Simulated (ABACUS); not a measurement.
Runs of ABACUS 3.10.1 on MnO. It takes space group Fm-3m (No. 225, cubic). Conventional cell: a = 4.448 Å, b = 4.448 Å, c = 4.448 Å, α = 90.00°, β = 90.00°, γ = 90.00°. Around Mn (site symmetry m-3m) lie 6 O at 2.22 Å. Around O (site symmetry m-3m) lie 6 Mn at 2.22 Å. The cell is a database's computed one.

```csv
task,level,potentials or basis,k mesh,cutoff (eV),SCF threshold on the density,eigensolver,symmetry key,path,points for each segment of the path,mesh quality,gap on the mesh (eV),pressure (GPa),moment (μB)
single point,PW91,"SG15 ONCV 1.2 PBE, DZP LCAO (the cutoffs set its grid)",7 × 7 × 7,1361,1e-07,genelpa,1,-,-,not flagged,none,3.3,4.86
single point,PBE0-type (share 0.1),"SG15 ONCV 1.2 PBE, DZP LCAO (the cutoffs set its grid)",4 × 4 × 4,1361,1e-07,genelpa,1,-,-,coarse,(b),-,5.00
single point,AM05,"SG15 ONCV 1.2 PBE, DZP LCAO (the cutoffs set its grid)",7 × 7 × 7,1361,1e-07,genelpa,1,-,-,not flagged,none,-5.0,(c)
single point,PBE0-type (share 0.25),"SG15 ONCV 1.2 PBE, DZP LCAO (the cutoffs set its grid)",4 × 4 × 4,1361,1e-07,genelpa,1,-,-,coarse,2.26,-,5.00
single point,SCAN,"SG15 ONCV 1.2 PBE, DZP LCAO (the cutoffs set its grid)",7 × 7 × 7,1361,1e-07,genelpa,1,-,-,not flagged,(a),1.9,5.00
single point,PBE0-type (share 0.4),"SG15 ONCV 1.2 PBE, DZP LCAO (the cutoffs set its grid)",4 × 4 × 4,1361,1e-07,genelpa,1,-,-,coarse,3.89,-,5.00
```

Alike in all rows: spin collinear, ferromagnetic start; cell as given; smearing fermi-dirac 0.05 eV.

Question: Estimate the missing entries.

Answer: (a) 0.36; (b) 0.63; (c) 4.71.

Caveats: some runs use coarse meshes; the atomic orbitals were generated for these runs and aren't a published set; the potentials were made for another functional, which shifts forces and pressure; the basis of atomic orbitals isn't converged, which shifts pressures, moduli and gaps; a cell with one magnetic atom can't hold antiferromagnetic order, which such compounds often take; gaps of hybrids in this basis differ from plane-wave ones by up to 0.1 eV (some runs); semilocal functionals often make such compounds metallic where correlation or magnetic order opens a gap, which also shifts bond lengths (some runs); an odd mesh through Γ misses points on the zone boundary, where band edges often lie (some runs).

A gap of «none» marks a metal or a gap under the smearing width.

Runs at the PBE level aren't shown here.
